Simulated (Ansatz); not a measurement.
Wires are cut from relaxed bulk BN (F-43m, 5.95 Å³/atom, gap on the mesh 4.46 eV); atoms and period are relaxed, and energies count from that bulk. Caps count from half an H2 molecule.

These are results of DFT PBE, scalar-relativistic, plane waves, PAW in Ansatz 0.2.0, not measurements.

Settings: cutoff 420 eV, Γ-centred mesh 1×1×6 on the computed 30-atom cell, Gaussian smearing of 0.05 eV; no spin polarisation.

Start ([111] wire, 12 host atoms a period with H caps):

```xyz
30
Lattice="14.0000 0.0000 0.0000 0.0000 13.8000 0.0000 0.0000 0.0000 6.2782" Properties=species:S:1:pos:R:3 pbc="T T T"
B     7.6597    6.9000    0.0000
N     7.6597    6.9000    1.5695
B     6.1800    6.9000    2.0927
N     6.1800    6.9000    3.6623
B     5.4401    5.6185    0.0000
B     8.3996    5.6185    2.0927
B     6.9199    8.1815    4.1854
N     5.4401    5.6185    1.5695
N     8.3996    5.6185    3.6623
N     6.9199    8.1815    5.7550
B     6.9199    5.6185    4.1854
N     6.9199    5.6185    5.7550
H     8.7817    6.9000    5.8815
H     8.1406    7.7328    1.9095
H     5.6190    7.8716    1.6961
H     5.2183    6.9000    4.0023
H     4.8791    6.5901    5.8815
H     4.8791    4.6468    5.8815
H     7.8387    4.6468    1.6961
H     9.5216    5.6185    1.6961
H     6.3589    9.1532    3.7888
H     8.0418    8.1815    3.7888
H     5.9209    4.7856    1.9095
H     4.4784    5.6185    1.9095
H     8.8805    4.7856    4.0023
H     8.8805    6.4513    4.0023
H     7.4007    9.0144    6.0950
H     5.9582    8.1815    6.0950
H     6.3589    4.6468    3.7888
H     7.4007    4.7856    6.0950
```

Question: What does the relaxation give?

Answer: The free energy falls by 19 meV/atom.

* excess energy (eV per host atom): 0.092
* line energy (eV/Å): 0.171
* period (Å): 6.443
* gap on the mesh (eV): 5.44
* highest filled level or Fermi level under vacuum (eV): 6.44

Relaxed structure:
```yaml
crystal:
  lattice:
    - [14.00000, 0.00000, 0.00000]
    - [0.00000, 13.80000, 0.00000]
    - [0.00000, 0.00000, 6.44295]
  atoms:
    - { symbol: B, position: [0.54899, 0.49840, 0.00184] }
    - { symbol: N, position: [0.54593, 0.49511, 0.24630] }
    - { symbol: B, position: [0.44185, 0.50243, 0.33517] }
    - { symbol: N, position: [0.44619, 0.50139, 0.57963] }
    - { symbol: B, position: [0.38423, 0.40322, 0.99812] }
    - { symbol: B, position: [0.60552, 0.40530, 0.33148] }
    - { symbol: B, position: [0.49312, 0.59863, 0.66479] }
    - { symbol: N, position: [0.38531, 0.41243, 0.24611] }
    - { symbol: N, position: [0.59708, 0.40164, 0.57946] }
    - { symbol: N, position: [0.50040, 0.59306, 0.91279] }
    - { symbol: B, position: [0.49197, 0.40629, 0.66850] }
    - { symbol: N, position: [0.49071, 0.41062, 0.91296] }
    - { symbol: H, position: [0.63201, 0.49800, 0.94417] }
    - { symbol: H, position: [0.58116, 0.55558, 0.29849] }
    - { symbol: H, position: [0.40072, 0.57558, 0.27751] }
    - { symbol: H, position: [0.37696, 0.50214, 0.63183] }
    - { symbol: H, position: [0.33633, 0.47088, 0.93342] }
    - { symbol: H, position: [0.34956, 0.32561, 0.95022] }
    - { symbol: H, position: [0.57177, 0.32936, 0.26675] }
    - { symbol: H, position: [0.68912, 0.41369, 0.28365] }
    - { symbol: H, position: [0.44424, 0.66791, 0.61686] }
    - { symbol: H, position: [0.57485, 0.60687, 0.60017] }
    - { symbol: H, position: [0.41117, 0.35005, 0.31244] }
    - { symbol: H, position: [0.31543, 0.41634, 0.29169] }
    - { symbol: H, position: [0.62870, 0.33831, 0.62510] }
    - { symbol: H, position: [0.63736, 0.45558, 0.64581] }
    - { symbol: H, position: [0.53860, 0.65253, 0.95847] }
    - { symbol: H, position: [0.43418, 0.60145, 0.97903] }
    - { symbol: H, position: [0.45012, 0.33356, 0.61084] }
    - { symbol: H, position: [0.52468, 0.34942, 0.96516] }
```

Each run keeps its start's symmetry and one magnetic start, so lower states can exist.

The run took 2.5 min on 4 threads of Arm Neoverse V1 (shared host), peak memory 1.7 GiB.